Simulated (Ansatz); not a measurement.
Crystal: MnO.

```
CELL_PARAMETERS angstrom
2.67239 0.00000 0.00000
0.00000 2.67239 0.00000
0.00000 0.00000 2.67239
ATOMIC_POSITIONS crystal
Mn 0.00000 0.00000 0.00000
O 0.50000 0.50000 0.50000
```

Measurements of this composition are mostly on another form, of space group No. 225.

| Item | Value |
| --- | --- |
| Program | Ansatz 0.2.0 |
| Task | relaxation of cell and atoms |
| Functional | HF |
| Potentials or basis | Ansatz PAW |
| Cutoff | 420 eV (not typed: the program's choice for these potentials) |
| k mesh | 5 × 5 × 5 |
| Occupations | fermi-dirac, width 0.05 eV |
| Spin | collinear spin, ferromagnetic start |
| Starting moments | [4.0, 0.0] μB |

At the start: volume 9.54 Å³/atom.

Problem. Where does the relaxation end?

Solution. It ends after 7 steps and the volume is 10.68 Å³/atom (+11.9 %); space group Pm-3m (No. 221, to 0.05 Å); moment 5.00 μB per cell.

The path:
| step | energy change (eV) | largest force (eV/Å) | volume (Å³) |
| --- | --- | --- | --- |
| 1 | 0.0000 | 0.0000 | 19.09 |
| 2 | -0.1228 | 0.0000 | 20.69 |
| 3 | -0.1279 | 0.0000 | 21.24 |
| 4 | -0.1272 | 0.0000 | 21.34 |
| 5 | -0.1538 | 0.0000 | 21.34 |
| 6 | -0.1535 | 0.0000 | 21.37 |
| 7 | -0.1535 | 0.0000 | 21.37 |

Final structure:
```xyz
2
Lattice="2.7748 0.0000 0.0000 0.0000 2.7748 0.0000 0.0000 0.0000 2.7748" Properties=species:S:1:pos:R:3 pbc="T T T"
Mn    0.0000    0.0000    0.0000
O     1.3874    1.3874    1.3874
```

Caveat: the k mesh is coarse (spacing up to 0.47 Å⁻¹), so the values aren't converged, least of all with exact exchange; the magnetic or orbital state may not be the lowest; the plane-wave basis is chosen anew once the cell has moved, so the energies of steps on either side of that aren't comparable; the pressure holds a Pulay correction of +1.6 GPa for the finite cutoff; a cell with one magnetic atom can't hold antiferromagnetic order, which such compounds often take; the PAW data sets come from PBE, with cores solved anew for the run's functional, which leaves a small shift of forces and pressure.
